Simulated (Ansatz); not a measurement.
AgCl built on the CsCl prototype, relaxed with r2SCAN in Ansatz 0.2.0. The symmetry is Pm-3m (No. 221, cubic); conventional cell a = 3.396 Å, 19.58 Å³ an atom. Around Ag lie 8 Cl at 2.94 Å; around Cl lie 8 Ag at 2.94 Å.

The axes x, y and z are those of this cell:
```
CELL_PARAMETERS angstrom
3.39559 0.00000 0.00000
0.00000 3.39559 0.00000
0.00000 0.00000 3.39559
ATOMIC_POSITIONS crystal
Ag 0.00000 0.00000 0.00000
Cl 0.50000 0.50000 0.50000
```

Unstrained: With PBE the valence top lies at X and the conduction bottom at Γ, 0.585 eV higher; the smallest vertical gap, at Γ, is 2.195 eV. r2SCAN gives an indirect gap of 1.227 eV, from X to Γ; the least direct gap is 2.876 eV at Γ. HSE06 gives an indirect gap of 2.010 eV, from X to Γ; the least direct gap is 3.576 eV at Γ. Meshes: PBE 8×8×8, r2SCAN 8×8×8, HSE06 6×6×6. Strains are changes of length per length, and xy shears are angles. After each strain the atoms were relaxed again with r2SCAN within the symmetry that the strain leaves, so tilts or polar shifts that break it weren't tested; points keep the names that they have in the unstrained zone. The cell comes from a prototype generator: it can be a known phase or a hypothetical one. Spin polarisation is off.

(1) Estimate what xy shear, engineering strain (angle) +4.12 % does to the gap.

(2) Apply uniaxial -0.32 % along [111], other directions held. How far does the gap move, against the unstrained cell?

(3) Estimate what biaxial -5.31 % in x and y, z held does to the gap.

(4) Order the strained cells by their HSE06 gap, smallest first.
A. xy shear, engineering strain (angle) +4.12 %
B. uniaxial -0.32 % along [111], other directions held
C. biaxial -5.31 % in x and y, z held

Answers

(1) PBE: the gap goes from 0.585 to 0.460 eV (-0.125 eV). r2SCAN: the gap goes from 1.227 to 1.096 eV (-0.131 eV). HSE06: the gap goes from 2.010 to 1.880 eV (-0.130 eV). The r2SCAN energy rises by -1.0 meV an atom.

(2) PBE: the gap goes from 0.585 to 0.579 eV (-0.006 eV). r2SCAN: the gap goes from 1.227 to 1.222 eV (-0.005 eV). HSE06: the gap goes from 2.010 to 2.005 eV (-0.005 eV). The r2SCAN energy rises by 0.0 meV an atom.

(3) PBE: the gap goes from 0.585 to 0.585 eV (0.000 eV). r2SCAN: the gap goes from 1.227 to 1.254 eV (+0.027 eV). HSE06: the gap goes from 2.010 to 2.016 eV (+0.006 eV). The r2SCAN energy rises by 53.3 meV an atom.

(4) A (1.88 eV), B (2.00 eV), C (2.02 eV).

The runs are scalar-relativistic, without spin-orbit coupling.

The meshes of the hybrids are coarse, so their gaps aren't converged to the digits shown.
